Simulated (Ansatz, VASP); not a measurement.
# One calculation of BN, two programs

File INCAR:

```
PREC = Accurate ; ENCUT = 520
EDIFF = 1E-6 ; ISMEAR = 0
SIGMA = 0.02 ; LREAL = F
LASPH = T ; NELM = 60
ALGO = Normal ; ISIF = 2
LWAVE = F ; LCHARG = T
LDIPOL = T ; IDIPOL = 3
DIPOL = 0.5 0.5 0.500 ; GGA = PE
IVDW = 12 ; LELF = T
LVHAR = T ; LVACPOTAV = T
NBANDS = 11
```

KPOINTS

```
Automatic mesh
0
Gamma
  12 12 1
```

File POSCAR:

```
BN
1.0
    2.6090000000      0.0000000000      0.0000000000
   -1.3045000000      2.2594602785      0.0000000000
    0.0000000000      0.0000000000     26.0000000000
B N
1 1
Direct
    0.0000000000      0.0000000000      0.5137307692
    0.6666666667      0.3333333333      0.4862692308
```

Input for Ansatz:

```yaml
crystal:
  lattice:
    - [2.609, 0.0, 0.0]
    - [-1.3045, 2.2594602785, 0.0]
    - [0.0, 0.0, 26.0]
  atoms:
    - { symbol: B, position: [0.0, 0.0, 0.5137307692] }
    - { symbol: "N", position: [0.6666666667, 0.3333333333, 0.4862692308] }
  periodic: [true, true, false]
basis:
  ecutwfc: 420
kpoints:
  mp_grid: { grid: [12, 12, 1] }
hamiltonian:
  xc: pbe
  dispersion: d3bj
scf:
  occupations: { method: gaussian, width: 0.02 }
output:
  forces: true
  stress: true
  eigenvalues: true
```

Alike in both runs: task single point; functional PBE; dispersion D3(BJ); k mesh 12 × 12 × 1; occupations gaussian, width 0.02 eV; no spin polarisation.

|  | VASP | Ansatz |
| --- | --- | --- |
| version | VASP 6.6.1 | Ansatz 0.2.0 |
| potentials or method | VASP PAW PBE potentials, release 64 (B, N) | scalar-relativistic, plane waves, PAW |
| plane-wave cutoff (eV) | 520 | 420 |
| valence electrons in the cell | 8 | 8 |

```tsv
	VASP	Ansatz	Ansatz less VASP
gap on the k mesh at the Fermi level (eV)	0.44	0.43	-0.005
least direct gap on the mesh (eV)	0.44	0.43	-0.005
rms of the force components (eV/Å)	5.548	5.553	+0.0050
```

Atom by atom the forces differ by 0.005 eV/Å (rms over components).
